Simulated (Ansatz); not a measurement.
Here is an Ansatz 0.2.0 calculation.

input.yaml

```yaml
crystal:
  lattice:
    - [-1.8921, 1.8921, 4.7573]
    - [1.8921, -1.8921, 4.7573]
    - [1.8921, 1.8921, -4.7573]
  atoms:
    - { symbol: Ti, position: [0.75, 0.25, 0.5] }
    - { symbol: Ti, position: [0.0, 0.0, 0.0] }
    - { symbol: O, position: [0.7919, 0.7919, 0.0] }
    - { symbol: O, position: [0.5419, 0.0419, 0.5] }
    - { symbol: O, position: [0.9581, 0.4581, 0.5] }
    - { symbol: O, position: [0.2081, 0.2081, 0.0] }
hamiltonian:
  xc: pbe
  pseudopotentials: { kind: nc }
kpoints:
  mp_grid: { grid: [10, 10, 10] }
scf:
  occupations: { method: fermi_dirac, width: 0.05 }
output:
  forces: true
  stress: true
  eigenvalues: true
relax:
  f_tol: 0.01
  max_steps: 40
  cell: { stress_tol: 0.05 }
```

Potentials or basis: Ansatz NC.

Run with:

```console
$ ansatz run input.yaml --threads 2 --pin off --max-ram 5632MiB --backend cpu --events-out ev --progress --plain --runs-dir out
```

Task: Predict the space group after relaxing (to 0.05 Å).

Result: I4_1/amd (No. 141).

Task: Predict the relaxed cell.

Result: a = 5.543 Å, b = 5.543 Å, c = 5.543 Å, α = 139.93°, β = 139.93°, γ = 57.96°.

Final structure:
```cif
data_structure
_symmetry_space_group_name_H-M 'P 1'
_symmetry_Int_Tables_number 1
_cell_length_a 5.5434
_cell_length_b 5.5434
_cell_length_c 5.5434
_cell_angle_alpha 139.929
_cell_angle_beta 139.929
_cell_angle_gamma 57.962
_cell_volume 69.97
loop_
_atom_site_label
_atom_site_type_symbol
_atom_site_fract_x
_atom_site_fract_y
_atom_site_fract_z
_atom_site_occupancy
Ti1 Ti 0.75000 0.25000 0.50000 1
Ti2 Ti 0.00000 0.00000 0.00000 1
O1 O 0.79355 0.79355 0.00000 1
O2 O 0.54355 0.04355 0.50000 1
O3 O 0.95645 0.45645 0.50000 1
O4 O 0.20645 0.20645 0.00000 1
```

 PBE usually gives volumes a little too large and moduli too small.
